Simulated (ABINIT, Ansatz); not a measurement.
# CdS (Hawleyite): G0W0 with ABINIT, start to end, part 3 of 3

Wanted: ground state, empty states, screening and self-energy for CdS (Hawleyite).

ABINIT 10.8.3; PBE and many-body steps on it, plane waves. Known limits of the many-body steps: not at the basis limit; no spin-orbit coupling; coarse k mesh.

So far. Step 4 (Empty states on the mesh, 4×4×4 mesh, 363 bands): On this mesh the gap is 1.145 eV. Step 5 (Screening, 4×4×4 mesh, 331 bands, screening to 272.1 eV): Local fields lower ε∞ by 6 %. On a Γ-centred mesh this coarse the value itself is usually too large, while a short band sum pulls it down.

## 6. Self-energy, 4×4×4 mesh, 331 bands, screening to 272.1 eV

The self-energy is evaluated for the states that the input lists, and the levels follow from it, in one-shot runs by the linearised quasiparticle equation.

This step: G0W0 on PBE, plane waves, norm-conserving pseudopotentials.

The input, run.abi:

```
acell 3*1.0 Angstrom
rprim 
  -0.000000000000 2.916500000000 2.916500000000
  2.916500000000 -0.000000000000 2.916500000000
  2.916500000000 2.916500000000 -0.000000000000
ntypat 2
znucl 48 16
natom 2
typat 1 2
xred 
  0.000000000000 0.000000000000 0.000000000000
  0.250000000000 0.250000000000 0.250000000000
pp_dirpath "pseudos"
pseudos "Cd.upf, S.upf"
ecut 47
ngkpt 4 4 4
nshiftk 1
shiftk 0 0 0
kptopt 1
chksymbreak 0
istwfk *1
occopt 1
irdwfk 1
optdriver 4
nband 331
gwcalctyp 0
ecutsigx 47
symsigma 1
nkptgw 1
kptgw 
  0.0000000000 0.0000000000 0.0000000000
bdgw 
  11 17
ecuteps 10
irdscr 1
ppmodel 1
indata_prefix "in"
outdata_prefix "out"
tmpdata_prefix "tmp"
```

The run is started by

```sh
OMP_NUM_THREADS=1 mpirun -n 4 abinit run.abi > log
```

Numbers of over 12 decimals in the logs are rounded to 6 here.

The log of the run:

```text
.Version 10.8.3 of ABINIT. v10.8.2 released Aug 2026.

 Symmetries : space group F-4 3 m (#216); Bravais cF (face-center cubic)
[... echo of the input left out ...]
== DATASET  1 ==================================================================
-   mpi_nproc: 4, omp_nthreads: 1 (-1 if OMP is not activated)

--- !DatasetInfo
iteration_state: {dtset: 1, }
dimensions: {natom: 2, nkpt: 8, mband: 331, nsppol: 1, nspinor: 1, nspden: 1, mpw: 5180, }
cutoff_energies: {ecut:  47.0, pawecutdg:  -1.0, }
electrons: {nelect:   2.60000000E+01, charge:   0.00000000E+00, occopt:   1.00000000E+00, tsmear:   1.00000000E-02, }

 SIGMA: Calculation of the GW corrections

 Based on a program developped by R.W. Godby, V. Olevano, G. Onida, and L. Reining.
 Incorporated in ABINIT by V. Olevano, G.-M. Rignanese, and M. Torrent.
.Using double precision arithmetic ; gwpc =  8

[... cell and pseudopotentials left out ...]
--------------------------------------------------------------------------------

 ==== K-mesh for the wavefunctions ====
 Number of points in the irreducible wedge :     8
[... list of points left out ...]
 Together with 24 symmetry operations and time-reversal symmetry
 yields    64 points in the full Brillouin Zone.

 ==== Q-mesh for screening function ====
 Number of points in the irreducible wedge :     8
[... list of points left out ...]
 Together with 24 symmetry operations and time-reversal symmetry
 yields    64 points in the full Brillouin Zone.

 vcoul_init : cutoff-mode = AUXILIARY_FUNCTION
 q-points for optical limit:   1
     1)      0.000010    0.000020    0.000030
 setmesh: FFT mesh size selected  =    50x   50x   50
          total number of points  =       125000

 Number of electrons calculated from density =   26.0000; Expected =   26.0000
 average of density, n =  0.077653
 r_s =    1.4541
 omega_plasma =   26.8804 [eV]

 === KS Band Gaps ===
  >>>> For spin  1
   Minimum direct gap =   1.1447 [eV], located at k-point      :   0.0000  0.0000  0.0000
   Fundamental gap    =   1.1447 [eV], Top of valence bands at :   0.0000  0.0000  0.0000
                                       Bottom of conduction at :   0.0000  0.0000  0.0000
 SIGMA fundamental parameters:
 PLASMON POLE MODEL  1
 number of plane-waves for SigmaX                 5065
 number of plane-waves for SigmaC and W            531
 number of plane-waves for wavefunctions          5065
 number of bands                                   331
 number of independent spin polarizations            1
 number of spinorial components                      1
 number of k-points in IBZ                           8
 number of q-points in IBZ                           8
 number of symmetry operations                      24
 number of k-points in BZ                           64
 number of q-points in BZ                           64
 number of frequencies for dSigma/dE                 9
 frequency step for dSigma/dE [eV]                0.25
 number of omega for Sigma on real axis              0
 max omega for Sigma on real axis  [eV]           0.00
 zcut for avoiding poles [eV]                     0.10

 EPSILON^-1 parameters (SCR file):
 dimension of the eps^-1 matrix on file            531
 dimension of the eps^-1 matrix used               531
 number of plane-waves for wavefunctions          5065
 number of bands                                   331
 number of q-points in IBZ                           8
 number of frequencies                               2
 number of real frequencies                          1
 number of imag frequencies                          1

 matrix elements of self-energy operator (all in [eV])

 Perturbative Calculation

--- !SelfEnergy_ee
iteration_state: {dtset: 1, }
kpoint     : [   0.000,    0.000,    0.000, ]
spin       : 1
KS_gap     :    1.145
QP_gap     :    2.165
Delta_QP_KS:    1.020
data: !SigmaeeData |
     Band     E0 <VxcDFT>   SigX SigC(E0)      Z dSigC/dE  Sig(E)    E-E0       E
       11   4.366 -15.389 -18.420   1.757   0.780  -0.282 -16.382  -0.993   3.373
       12   4.366 -15.389 -18.420   1.757   0.780  -0.282 -16.382  -0.993   3.373
       13   4.366 -15.389 -18.420   1.757   0.780  -0.282 -16.382  -0.993   3.373
       14   5.511 -10.636  -6.668  -3.935   0.812  -0.232 -10.609   0.027   5.538
       15  10.897 -10.642  -5.801  -4.488   0.809  -0.236 -10.357   0.285  11.183
       16  10.897 -10.642  -5.801  -4.488   0.809  -0.236 -10.357   0.285  11.183
       17  10.897 -10.642  -5.801  -4.488   0.809  -0.236 -10.357   0.285  11.183

== END DATASET(S) ==============================================================
================================================================================

 -outvars: echo values of variables after computation  --------
           etotal      0.0000000000E+00
            nband         331
             nkpt           8
          spgroup         216
 [... the other variables as echoed above ...]

 Calculation completed.
```

The job ended after 53 s (4 MPI ranks of Arm Neoverse V2, shared host; peak memory 3 GiB; 3.5 min of CPU time).

This step gave:

```yaml
g0w0_gap_on_the_points_computed: 2.165 eV
starting_gap_on_the_mesh: 1.145 eV
k_of_the_valence_top: 0, 0, 0
k_of_the_conduction_bottom: 0, 0, 0
z_at_the_valence_top: 0.78
z_at_the_conduction_bottom: 0.812
least_direct_g0w0_gap_on_the_computed_points: 2.165 eV
```

The gap on the mesh goes from 1.14 eV to 2.17 eV, a correction of +1.02 eV.

Limits: finite bands, cutoff and mesh; no spin-orbit coupling; coarse k mesh. v1 is the top filled band, c1 the lowest empty one. The levels before and after the correction (eV, zero at the valence-band top of each column):

|  | conduction bottom | valence top |
| --- | --- | --- |
| Kohn-Sham | 1.14 | 0.00 |
| G0W0 | 2.17 | 0.00 |

|  | level | energy (eV) |
| --- | --- | --- |
| Kohn-Sham | Γ v3-v1 | 0.000 |
| Kohn-Sham | Γ c1 | 1.145 |
| Kohn-Sham | Γ c2-c4 | 6.531 |
| G0W0 | Γ v3-v1 | 0.000 |
| G0W0 | Γ c1 | 2.165 |
| G0W0 | Γ c2-c4 | 7.810 |

## 7. Where the time went

Times are wall times on 4 MPI ranks of Arm Neoverse V2, shared host, good to a factor of about two.

| step | time | share | memory (GiB) |
| --- | --- | --- | --- |
| ground state | 17 s | 3 % | 0.4 |
| bands along the symmetry lines | 24 s | 5 % | 0.35 |
| empty states on the mesh | 3.6 min | 40 % | 0.61 |
| screening | 3.8 min | 42 % | 2.8 |
| self-energy | 53 s | 10 % | 3.0 |

## 8. Summary of results

| Property | Result |
| --- | --- |
| PBE gap | 1.14 eV, direct |
| G0W0 gap on the mesh | 2.17 eV |
| GW settings | 4×4×4 mesh, 331 bands, screening to 272.1 eV, Godby-Needs plasmon pole |
| known limits | not at the basis limit; no spin-orbit coupling; coarse k mesh |

What this shows: G0W0 moves the gap on the mesh from 1.14 eV to 2.17 eV (+1.02 eV), with Z of 0.78 and 0.81 at the edges. Local fields lower the RPA ε∞ on this mesh from 11.78 to 11.06; a Γ-centred mesh this coarse tends to raise both, most where the direct gap is narrow, while a short band sum lowers them. Only 1 of the mesh's irreducible points was corrected, so a valley elsewhere could overtake. Against experiment, by G0W0@PBE: the gap of 2.17 eV lies −0.25 eV from the measured 2.42 eV (optical, 1995). An exciton line or allowed optical edge lies below the quasiparticle gap by the binding energy; a forbidden edge can push the onset above it. The calculation has static nuclei and no excitons; a measured gap holds zero-point and thermal motion, which mostly lowers it. Bands and cutoff are finite, so the gap is not at the basis limit. The miss can reach some tenths of an eV and take either sign; the mesh is an error of its own. In the G0W0 run levels were corrected at 1 k point alone, so a gap called «on the mesh» is the least over those, and an edge elsewhere would be missed. The 4×4×4 mesh is coarse for this cell, which bears on the long-range parts of exchange and screening. The many-body steps are scalar-relativistic: spin-orbit coupling is not in them.

[Paths, hosts, dates, memory and timing lines, banners, echoed tables and standing remarks are left out of the program output.]

[Logs are printed without paths, hosts, clocks, repeated set-up lines and the standing remarks that a program may print on its own settings, such as how far it seeks lower states.]

[Runs of the session that timed out or met a known fault of the program may be left out.]

[Hosts, paths, dates, database ids (printed as entryN), source tags and the programs' standing remarks are cut or masked in the printed files.]

[G0W0 gaps are taken among the corrected bands and points alone; a level outside them can change the order at an edge.]

[Where Ansatz stands beside ABINIT at settings called matched, ABINIT's density can come from a denser mesh and the files from another edition; pairs whose starting gaps differed by over 0.03 eV were left out, so agreement reads better than it is.]
